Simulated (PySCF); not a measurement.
# C4H10O (Ethoxy ethane): the cost of one run

The runs use PySCF 2.14.0, with density-fitted response routines of our own; the level of theory stands in each step. All values are computed, except where a source is named. Atoms count from 0, in the outputs and in this text.

## (1) The molecule as given

15 atoms, charge 0, multiplicity 1; geometry from: MMFF94s. The atoms were then displaced at random by about 0.03 Å, so the start is not that level's minimum.

Bonds of the start (Å): C0–C1 1.50, C1–O2 1.39, O2–C3 1.57, C3–C4 1.45, C0–H5 1.20, C0–H6 1.04, C0–H7 1.08, C1–H8 1.17, C1–H9 1.07, C3–H10 1.07, C3–H11 1.13, C4–H12 1.06, C4–H13 1.08, C4–H14 1.07.

## (2) Optimising the geometry at PBE0-D3(BJ)/def2-SVP

Job settings and geometry (Å):

```
{"job": {"xc": "PBE0", "basis": "def2-SVP", "d3": "d3bj", "grid": 1, "shake": 0.03, "kind": "geom"}, "charge": 0, "multiplicity": 1}
C     -2.299450    -0.627160    -0.068510
C     -1.217120     0.397010     0.075830
O     -0.045750    -0.328770    -0.083630
C      1.256890     0.525760     0.073720
C      2.392940    -0.351550    -0.108670
H     -3.328250    -0.014320     0.012170
H     -2.282640    -1.351800     0.670760
H     -2.277780    -1.019640    -1.077060
H     -1.244690     0.892880     1.131010
H     -1.260260     1.183770    -0.654630
H      1.112140     1.292280    -0.656190
H      1.169110     0.989350     1.095100
H      2.339150    -1.097420     0.645260
H      3.255080     0.284010     0.045950
H      2.397870    -0.850530    -1.057100
```

The run is started by

```console
$ OMP_NUM_THREADS=1 python probes_run.py task.json out
```

This one command runs all jobs of the session in turn.

**Question.** How long does this first job take on 1 thread of Arm Neoverse V1, shared host, and how much memory does it need?

About 36 s, with a peak of 0.5 GiB.
